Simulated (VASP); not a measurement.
# TePb (Fm-3m) in VASP: notebook

The runs below take TePb through single point, with PBE.

All numbers are computed with VASP 6.6.1; they aren't measurements. Logs are shortened: lines on timing, memory, paths and dates and some standing lists are left out, and cuts for length are marked.

**Measured values to compare with.**

From a printed reference work, monograph, for a bulk crystal of TePb at 4.2 K: band gap 0.19 eV (direct).

How close the calculation comes is told below.

### Step 1. The cell of the first run

It takes space group Fm-3m (No. 225, cubic). Conventional cell: a = 6.462 Å, b = 6.462 Å, c = 6.462 Å, α = 90.00°, β = 90.00°, γ = 90.00°. Within 4.3 Å of Te (site symmetry m-3m) lie 6 Pb at 3.23 Å. Pb (site symmetry m-3m) has 6 Te at 3.23 Å within 4.3 Å.

### Step 2. Single point, PBE

The input, INCAR:

```
  PREC = Accurate
  ENCUT = 520
  EDIFF = 1E-6
  ISMEAR = 0
  SIGMA = 0.01
  LREAL = F
  LASPH = T
  NELM = 100
  ALGO = Normal
  ISIF = 2
  LWAVE = F
  LCHARG = F
  GGA = PE
  NBANDS = 17
```

The input, KPOINTS:

```
Automatic mesh
0
Gamma
  2 2 2
```

The input, POSCAR:

```
TePb
1.0
    0.0000000000      3.2310000000      3.2310000000
    3.2310000000      0.0000000000      3.2310000000
    3.2310000000      3.2310000000      0.0000000000
Te Pb
1 1
Direct
    0.5000000000      0.5000000000      0.5000000000
    0.0000000000      0.0000000000      0.0000000000
```

Potentials or basis: VASP PAW PBE potentials, release 64 (Te, Pb_d).

Started as:

```sh
cat potpaw_PBE.64/Te/POTCAR potpaw_PBE.64/Pb_d/POTCAR > POTCAR
mpirun -np 1 vasp_std > vasp.out
```

OUTCAR:

```text
PREC = Accurate
   ENCUT = 520
   EDIFF = 1E-6
   ISMEAR = 0
   LREAL = F
   LASPH = T
   NELM = 100
   ISIF = 2
   GGA = PE

 ion  position               nearest neighbor table
   1  0.500  0.500  0.500-   2 3.23   2 3.23   2 3.23   2 3.23   2 3.23   2 3.23
   2  0.000  0.000  0.000-   1 3.23   1 3.23   1 3.23   1 3.23   1 3.23   1 3.23

  LATTYP: Found a face centered cubic cell.
 ALAT       =     6.4620000000

  Lattice vectors:

 A1 = (   0.0000000000,   3.2310000000,   3.2310000000)
 A2 = (   3.2310000000,   0.0000000000,   3.2310000000)
 A3 = (   3.2310000000,   3.2310000000,   0.0000000000)

Analysis of symmetry for initial positions (statically):
=====================================================================
 Subroutine PRICEL returns:
 Original cell was already a primitive cell.

 Routine SETGRP: Setting up the symmetry group for a
 face centered cubic supercell.

 Subroutine GETGRP returns: Found 48 space group operations
 (whereof 48 operations were pure point group operations)
 out of a pool of 48 trial point group operations.

The static configuration has the point symmetry O_h .

Analysis of symmetry for dynamics (positions and initial velocities):
=====================================================================
 Subroutine PRICEL returns:
 Original cell was already a primitive cell.

 Routine SETGRP: Setting up the symmetry group for a
 face centered cubic supercell.

 Subroutine GETGRP returns: Found 48 space group operations
 (whereof 48 operations were pure point group operations)
 out of a pool of 48 trial point group operations.

The dynamic configuration has the point symmetry O_h .

 Subroutine INISYM returns: Found 48 space group operations
 (whereof 48 operations are pure point group operations),
 and found     1 'primitive' translations

----------------------------------------------------------------------------------------

                                     Primitive cell

  volume of cell :      67.4592

  direct lattice vectors                    reciprocal lattice vectors
     0.000000000  3.231000000  3.231000000    -0.154750851  0.154750851  0.154750851
     3.231000000  0.000000000  3.231000000     0.154750851 -0.154750851  0.154750851
     3.231000000  3.231000000  0.000000000     0.154750851  0.154750851 -0.154750851

  length of vectors
     4.569324020  4.569324020  4.569324020     0.268036337  0.268036337  0.268036337

  position of ions in fractional coordinates (direct lattice)
     0.500000000  0.500000000  0.500000000
     0.000000000  0.000000000  0.000000000

  ion indices of the primitive-cell ions
   primitive index   ion index
                 1           1
                 2           2

----------------------------------------------------------------------------------------

 KPOINTS: Automatic mesh

Automatic generation of k-mesh.
 Grid dimensions read from file:
 generate k-points for:    2    2    2

 Generating k-lattice:

  Cartesian coordinates                     Fractional coordinates (reciprocal lattice)
    -0.077375426  0.077375426  0.077375426     0.500000000  0.000000000  0.000000000
     0.077375426 -0.077375426  0.077375426     0.000000000  0.500000000  0.000000000
     0.077375426  0.077375426 -0.077375426     0.000000000  0.000000000  0.500000000

  Length of vectors
     0.134018168  0.134018168  0.134018168

  Shift w.r.t. Gamma in fractional coordinates (k-lattice)
     0.000000000  0.000000000  0.000000000

 Subroutine IBZKPT returns following result:
 ===========================================

 Found      3 irreducible k-points:

 Following reciprocal coordinates:
            Coordinates               Weight
  0.000000  0.000000  0.000000      1.000000
  0.500000  0.000000  0.000000      4.000000
  0.500000  0.500000  0.000000      3.000000
   k-points           NKPTS =      3   k-points in BZ     NKDIM =      3   number of bands    NBANDS=     17
   number of dos      NEDOS =    301   number of ions     NIONS =      2
   total plane-waves  NPLWV =  46656
   dimension x,y,z NGX =    36 NGY =   36 NGZ =   36
   dimension x,y,z NGXF=    72 NGYF=   72 NGZF=   72
   ions per type =               1   1
   NGX,Y,Z   is equivalent  to a cutoff of  13.10, 13.10, 13.10 a.u.
   NGXF,Y,Z  is equivalent  to a cutoff of  26.20, 26.20, 26.20 a.u.
 SYSTEM =  unknown system
   PREC   = accura    normal or accurate (medium, high low for compatibility)
   ISTART =      0    job   : 0-new  1-cont  2-samecut
   ICHARG =      2    charge: 1-file 2-atom 10-const
   ISPIN  =      1    spin polarized calculation?
   LNONCOLLINEAR =      F non collinear calculations
   LSORBIT =      F    spin-orbit coupling
   LASPH  =      T    aspherical Exc in radial PAW
   ENCUT  =  520.0 eV  38.22 Ry    6.18 a.u.   8.50  8.50  8.50*2*pi/ulx,y,z
   NELM   =    100;   NELMIN=  2; NELMDL= -5     # of ELM steps
   EDIFF  = 0.1E-05   stopping-criterion for ELM
   LREAL  =      F    real-space projection
   EDIFFG = 0.1E-04   stopping-criterion for IOM
   NSW    =      0    number of steps for IOM
   IBRION =     -1    ionic relax: 0-MD 1-quasi-New 2-CG
   NFREE  =      0    steps in history (QN), initial steepest desc. (CG)
   ISIF   =      2    stress and relaxation
   ISYM   =      2    0-nonsym 1-usesym 2-fastsym
   POTIM  = 0.5000    time-step for ionic-motion
   TEBEG  =    0.0;   TEEND  =   0.0 temperature during run
   PSTRESS=    0.0 pullay stress
   NELECT =      20.0000    total number of electrons
   NUPDOWN=      -1.0000    fix difference up-down
   EMIN   =  10.00;   EMAX   =-10.00  energy-range for DOS
   EFERMI =   0.00;   METHOD = LEGACY
   ISMEAR =     0;   SIGMA  =   0.01  broadening in eV -4-tet -1-fermi 0-gaus
   EFERMI_NEDOS =   21; number of points for ismear=-14 and -15
   IALGO  =     38    algorithm
   IMIX   =      4    mixing-type and parameters
     AMIX     =   0.40;   BMIX     =  1.00
     AMIX_MAG =   1.60;   BMIX_MAG =  1.00
  volume/ion in A,a.u.               =      33.73       227.62
  Fermi-wavevector in a.u.,A,eV,Ry     =   1.091619  2.062861 16.213147  1.191633
  Thomas-Fermi vector in A             =   2.227868
   LORBIT       =      0    0 simple, 1 ext, 2 COOP (PROOUT), +10 PAW based schemes
   GGA     = PE    functional components
   LHFCALC =     F    Hartree Fock is set to
   AEXX    =    0.0000 exact exchange contribution
   IVDW    =     0    specifies the selected vdW correction
   LEPSILON=     F    determine dielectric tensor
   LRPA    =     F    only Hartree local field effects (RPA)
 non-spin polarized calculation
 Gauss-broadening in eV      SIGMA  =   0.01
  energy-cutoff  :      520.00
  volume of cell :       67.46
 maximum number of plane-waves:      1837
 NGX is ok and might be reduce to    36
   NGX = 17   NGY = 17   NGZ = 17

 number of electron      20.0000002 magnetization

 Free energy of the ion-electron system (eV)
  ---------------------------------------------------
  ext. energy  EPLUGINS =         0.00000000
  ---------------------------------------------------
  free energy    TOTEN  =        -5.83077895 eV

  energy without entropy =       -5.83077895  energy(sigma->0) =       -5.83077895

 E-fermi :   5.9413     XC(G=0):  -9.2191

 val. band max:        5.8213829868   @ k =   0.5000   0.0000   0.0000
 cond. band min:       6.4226005178   @ k =   0.5000   0.0000   0.0000
 fundamental gap:      0.6012175310
 Fermi energy:         5.9413000680

 k-point     1 :       0.0000    0.0000    0.0000
  band No.  band energies     occupation
      1     -11.3941      2.00000
      2     -11.3941      2.00000
      3     -11.3941      2.00000
      4     -11.3923      2.00000
      5     -11.3923      2.00000
      6      -6.1462      2.00000
[... 9 lines left out ...]
     16      11.5188      0.00000
     17      13.0504      0.00000

 k-point     2 :       0.5000    0.0000    0.0000
  band No.  band energies     occupation
      1     -11.4074      2.00000
      2     -11.4074      2.00000
      3     -11.3916      2.00000
      4     -11.3759      2.00000
      5     -11.3759      2.00000
      6      -4.4851      2.00000
[... 9 lines left out ...]
     16      14.9993      0.00000
     17      14.9993      0.00000

 k-point     3 :       0.5000    0.5000    0.0000
  band No.  band energies     occupation
      1     -11.4451      2.00000
      2     -11.4035      2.00000
      3     -11.3815      2.00000
      4     -11.3692      2.00000
      5     -11.3692      2.00000
      6      -4.3119      2.00000
[... 9 lines left out ...]
     16      16.6715      0.00000
     17      16.6768      0.00000

------------------------ aborting loop because EDIFF is reached ----------------------------------------

  FORCE on cell =-STRESS in cart. coord.  units (eV):
  Direction    XX          YY          ZZ          XY          YZ          ZX
  --------------------------------------------------------------------------------------
  -------------------------------------------------------------------------------------
  Total        3.9460742      3.9460742      3.9460742      0.0000000      0.0000000      0.0000000
  in kB       93.7205784     93.7205784     93.7205784      0.0000000      0.0000000      0.0000000
  external PRESSURE =      93.7205784 kB  Pullay stress =       0.0000000 kB

 VOLUME and BASIS-vectors are now :
 -----------------------------------------------------------------------------
  energy-cutoff  :      520.00
  volume of cell :       67.46
      direct lattice vectors                 reciprocal lattice vectors
     0.000000000  3.231000000  3.231000000    -0.154750851  0.154750851  0.154750851
     3.231000000  0.000000000  3.231000000     0.154750851 -0.154750851  0.154750851
     3.231000000  3.231000000  0.000000000     0.154750851  0.154750851 -0.154750851

 POSITION                                       TOTAL-FORCE (eV/Angst)
 -----------------------------------------------------------------------------------
      3.23100      3.23100      3.23100        -0.000000      0.000000      0.000000
      0.00000      0.00000      0.00000         0.000000     -0.000000     -0.000000
 -----------------------------------------------------------------------------------
    total drift:                               -0.000000      0.000000      0.000000

  FREE ENERGIE OF THE ION-ELECTRON SYSTEM (eV)
  ---------------------------------------------------
  free  energy   TOTEN  =        -5.8307789516 eV

  energy  without entropy=       -5.8307789516  energy(sigma->0) =       -5.83077895
```

Run time: 14 s. Hardware: 1 thread of Intel Xeon 8259CL, shared host; peak memory 0.2 GiB.

What came out:

```yaml
Free_energy: -5.8308 eV
Pressure: 9.4 GPa
Band_gap_on_the_k_mesh: 0.60 eV, direct
```

Caveat: the k points lie up to 0.84 Å⁻¹ apart; spin-orbit coupling is left out, which moves the levels of the heavy elements. A k mesh can miss the band edges.

(Part 1 of 2 ends here.)
